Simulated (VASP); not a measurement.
# Ba (P6/mmm) in VASP: notebook, part 2 of 2

VASP 6.6.1. Earlier steps stand in the parts before.

## (6) Single point, LDA

File INCAR:

```
SYSTEM = Ba
ADDGRID = .False.
ALGO = Normal
EDIFF = 1E-6
ENCUT = 450
GGA = CA
ISIF = 2
ISMEAR = -1
LASPH = .True.
LCHARG = .False.
LREAL = .False.
LWAVE = .False.
NBANDS = 11
NELM = 100
PREC = Accurate
SIGMA = 0.4
```

File KPOINTS:

```
k-points
0
Gamma
  10 10 10
  0 0 0
```

File POSCAR:

```
Ba
1.0
    4.3116136979      0.0000000000      0.0000000000
   -2.1558068490      3.7339669937      0.0000000000
    0.0000000000      0.0000000000      3.9134133000
Ba
1
Direct
    0.0000000000      0.0000000000      0.0000000000
```

Potentials or basis: VASP PAW LDA potentials, release 64 (Ba_sv).

Run with:

```
cat potpaw_LDA.64/Ba_sv/POTCAR > POTCAR
mpirun -np 1 vasp_std > vasp.out
```

OUTCAR:

```text
SYSTEM = Ba
   EDIFF = 1E-6
   ENCUT = 450
   GGA = CA
   ISIF = 2
   ISMEAR = -1
   LASPH = .True.
   LREAL = .False.
   NELM = 100
   PREC = Accurate

 Found     84 irreducible k-points:

 Following reciprocal coordinates:
            Coordinates               Weight
  0.000000  0.000000  0.000000      1.000000
  0.100000  0.000000  0.000000      6.000000
  0.200000  0.000000  0.000000      6.000000
  0.300000  0.000000  0.000000      6.000000
  0.400000  0.000000  0.000000      6.000000
  0.500000  0.000000  0.000000      3.000000
   k-points           NKPTS =     84   k-points in BZ     NKDIM =     84   number of bands    NBANDS=     11
   number of dos      NEDOS =    301   number of ions     NIONS =      1
   total plane-waves  NPLWV =  25200
   dimension x,y,z NGX =    30 NGY =   30 NGZ =   28
   dimension x,y,z NGXF=    60 NGYF=   60 NGZF=   56
   ions per type =               1
   NGX,Y,Z   is equivalent  to a cutoff of  11.57, 11.57, 11.89 a.u.
   NGXF,Y,Z  is equivalent  to a cutoff of  23.13, 23.13, 23.79 a.u.
 SYSTEM =  Ba
   PREC   = accura    normal or accurate (medium, high low for compatibility)
   ISTART =      0    job   : 0-new  1-cont  2-samecut
   ICHARG =      2    charge: 1-file 2-atom 10-const
   ISPIN  =      1    spin polarized calculation?
   LNONCOLLINEAR =      F non collinear calculations
   LSORBIT =      F    spin-orbit coupling
   LASPH  =      T    aspherical Exc in radial PAW
   ENCUT  =  450.0 eV  33.07 Ry    5.75 a.u.   7.46  7.46  6.77*2*pi/ulx,y,z
   NELM   =    100;   NELMIN=  2; NELMDL= -5     # of ELM steps
   EDIFF  = 0.1E-05   stopping-criterion for ELM
   LREAL  =      F    real-space projection
   EDIFFG = 0.1E-04   stopping-criterion for IOM
   NSW    =      0    number of steps for IOM
   IBRION =     -1    ionic relax: 0-MD 1-quasi-New 2-CG
   NFREE  =      0    steps in history (QN), initial steepest desc. (CG)
   ISIF   =      2    stress and relaxation
   ISYM   =      2    0-nonsym 1-usesym 2-fastsym
   POTIM  = 0.5000    time-step for ionic-motion
   TEBEG  =    0.0;   TEEND  =   0.0 temperature during run
   PSTRESS=    0.0 pullay stress
   NELECT =      10.0000    total number of electrons
   NUPDOWN=      -1.0000    fix difference up-down
   EMIN   =  10.00;   EMAX   =-10.00  energy-range for DOS
   EFERMI =   0.00;   METHOD = LEGACY
   ISMEAR =    -1;   SIGMA  =   0.40  broadening in eV -4-tet -1-fermi 0-gaus
   EFERMI_NEDOS =   21; number of points for ismear=-14 and -15
   IALGO  =     38    algorithm
   IMIX   =      4    mixing-type and parameters
     AMIX     =   0.40;   BMIX     =  1.00
     AMIX_MAG =   1.60;   BMIX_MAG =  1.00
  volume/ion in A,a.u.               =      63.00       425.17
  Fermi-wavevector in a.u.,A,eV,Ry     =   0.886379  1.675014 10.689660  0.785668
  Thomas-Fermi vector in A             =   2.007537
   LORBIT       =      0    0 simple, 1 ext, 2 COOP (PROOUT), +10 PAW based schemes
   GGA     = CA    functional components
   LHFCALC =     F    Hartree Fock is set to
   AEXX    =    0.0000 exact exchange contribution
   IVDW    =     0    specifies the selected vdW correction
   LEPSILON=     F    determine dielectric tensor
   LRPA    =     F    only Hartree local field effects (RPA)
 non-spin polarized calculation
  energy-cutoff  :      450.00
  volume of cell :       63.00
 maximum number of plane-waves:      1392
 NGX is ok and might be reduce to    30
   NGX = 15   NGY = 15   NGZ = 13

 number of electron      10.0000000 magnetization

 Free energy of the ion-electron system (eV)
  ---------------------------------------------------
  ext. energy  EPLUGINS =         0.00000000
  ---------------------------------------------------
  free energy    TOTEN  =        -2.48509037 eV

  energy without entropy =       -1.60511625  energy(sigma->0) =       -2.04510331

 E-fermi :   1.3245     XC(G=0):  -7.5829

 val. band max:        1.2490410745   @ k =   0.3000   0.2000   0.2000
 cond. band min:       1.3560387548   @ k =   0.2000   0.0000   0.5000
 fundamental gap:      0.1069976803
 Fermi energy:         1.3244723973

 k-point     1 :       0.0000    0.0000    0.0000
  band No.  band energies     occupation
      1     -27.4454      2.00000
      2     -12.3966      2.00000
      3     -12.3966      2.00000
      4     -12.2943      2.00000
      5      -1.2619      1.99689
      6       1.5049      0.77826
      7       3.1436      0.02096
      8       3.1436      0.02096
      9       6.3500      0.00001
     10       6.3500      0.00001
     11       7.5429      0.00000

 k-point     2 :       0.1000    0.0000    0.0000
  band No.  band energies     occupation
      1     -27.4413      2.00000
      2     -12.4484      2.00000
      3     -12.4081      2.00000
      4     -12.2892      2.00000
      5      -1.0912      1.99524
      6       1.5772      0.69420
      7       2.8860      0.03953
      8       3.3155      0.01369
      9       6.0163      0.00002
     10       6.3048      0.00001
     11       8.0644      0.00000

 k-point     3 :       0.2000    0.0000    0.0000
  band No.  band energies     occupation
      1     -27.4305      2.00000
      2     -12.5802      2.00000
      3     -12.4380      2.00000
      4     -12.2758      2.00000
      5      -0.6328      1.98512
      6       1.7434      0.51945
      7       2.4281      0.11915
      8       3.8181      0.00391
      9       5.4075      0.00007
     10       6.1912      0.00001
     11       8.7242      0.00000

 k-point     4 :       0.3000    0.0000    0.0000
  band No.  band energies     occupation
      1     -27.4172      2.00000
      2     -12.7361      2.00000
      3     -12.4745      2.00000
      4     -12.2591      2.00000
      5      -0.0503      1.93768
      6       1.7322      0.53032
      7       2.3270      0.15083
      8       4.6079      0.00054
      9       4.8749      0.00028
     10       6.0596      0.00001
     11       7.8355      0.00000

 k-point     5 :       0.4000    0.0000    0.0000
  band No.  band energies     occupation
      1     -27.4064      2.00000
      2     -12.8573      2.00000
      3     -12.5036      2.00000
      4     -12.2455      2.00000
      5       0.3763      1.82910
      6       1.6964      0.56594
      7       2.4736      0.10702
      8       4.5300      0.00066
      9       5.5817      0.00005
     10       5.9592      0.00002
     11       7.4103      0.00000

 k-point     6 :       0.5000    0.0000    0.0000
  band No.  band energies     occupation
      1     -27.4022      2.00000
      2     -12.9025      2.00000
      3     -12.5146      2.00000
      4     -12.2403      2.00000
      5       0.4897      1.77927
      6       1.7927      0.47351
      7       2.4952      0.10170
      8       4.4115      0.00089
      9       5.9222      0.00002
     10       6.2665      0.00001
     11       7.4007      0.00000

 [... further k-points ...]

------------------------ aborting loop because EDIFF is reached ----------------------------------------

  FORCE on cell =-STRESS in cart. coord.  units (eV):
  Direction    XX          YY          ZZ          XY          YZ          ZX
  --------------------------------------------------------------------------------------
  -------------------------------------------------------------------------------------
  Total       -0.3999982     -0.3999982     -0.0211442      0.0000000      0.0000000      0.0000000
  in kB      -10.1719117    -10.1719117     -0.5376938      0.0000000      0.0000000      0.0000000
  external PRESSURE =      -6.9605057 kB  Pullay stress =       0.0000000 kB

 VOLUME and BASIS-vectors are now :
 -----------------------------------------------------------------------------
  energy-cutoff  :      450.00
  volume of cell :       63.00
      direct lattice vectors                 reciprocal lattice vectors
     4.311613698  0.000000000  0.000000000     0.231931724  0.133905844  0.000000000
    -2.155806849  3.733966994  0.000000000     0.000000000  0.267811687  0.000000000
     0.000000000  0.000000000  3.913413300     0.000000000  0.000000000  0.255531405

 POSITION                                       TOTAL-FORCE (eV/Angst)
 -----------------------------------------------------------------------------------
      0.00000      0.00000      0.00000         0.000000      0.000000      0.000000
 -----------------------------------------------------------------------------------
    total drift:                                0.000000      0.000000     -0.000000

  FREE ENERGIE OF THE ION-ELECTRON SYSTEM (eV)
  ---------------------------------------------------
  free  energy   TOTEN  =        -2.4850903684 eV

  energy  without entropy=       -1.6051162506  energy(sigma->0) =       -2.04510331
```

Wall time 13 s (1 thread of Intel Xeon 6975P-C (Granite Rapids), shared host); peak memory 0.17 GiB.

The run converged, but some of its settings lie outside the range that counts as converged, so its numbers aren't taken as properties of the crystal.

Results:

| Property | Result |
| --- | --- |
| Free energy | -2.4851 eV |
| Pressure | -0.7 GPa |
| Band gap on the k mesh | none (metal or under the smearing width) |

## (7) For comparison

An earlier run on the cell as given: functional PBE; potentials or basis VASP PAW PBE potentials, release 64 (Ba_sv); cutoff 520 eV; k mesh 7 × 7 × 7; occupations fermi-dirac, width 0.05 eV; no spin polarisation.

* Pressure: -0.1 GPa
* Band gap on the k mesh: none (metal or under the smearing width)
